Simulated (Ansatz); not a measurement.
The system is Zn.

```
Zn
1.0
     0.00000    1.96478    1.96478
     1.96478    0.00000    1.96478
     1.96478    1.96478    0.00000
Zn
1
Direct
  0.00000 0.00000 0.00000
```

This isn't the form of Zn at room conditions, which is hcp.

```yaml
Program: Ansatz 0.2.0
Task: relaxation of cell and atoms
Functional: RPBE
Potentials_or_basis: Ansatz PAW
Cutoff: "420 eV (not typed: the program's choice for these potentials)"
k_mesh: 12 × 12 × 12
Occupations: fermi-dirac, width 0.05 eV
Spin: no spin polarisation
```

At the start: volume 15.17 Å³/atom.

Where does the relaxation end?

It ends after 5 steps and the volume is 15.86 Å³/atom (+4.6 %); space group Fm-3m (No. 225, to 0.05 Å).

Step by step:
| step | energy change (eV) | largest force (eV/Å) | volume (Å³) |
| --- | --- | --- | --- |
| 1 | 0.0000 | 0.0000 | 15.17 |
| 2 | -0.0048 | 0.0000 | 15.61 |
| 3 | -0.0053 | 0.0000 | 15.84 |
| 4 | -0.0053 | 0.0000 | 15.86 |
| 5 | -0.0060 | 0.0000 | 15.86 |

Final structure:
```
Zn
1.0
     0.00000    1.99418    1.99418
     1.99418    0.00000    1.99418
     1.99418    1.99418    0.00000
Zn
1
Direct
  0.00000 0.00000 0.00000
```

Caveat: the plane-wave basis is chosen anew once the cell has moved, so the energies of steps on either side of that aren't comparable; the PAW data sets come from PBE, with cores solved anew for the run's functional, which leaves a small shift of forces and pressure.
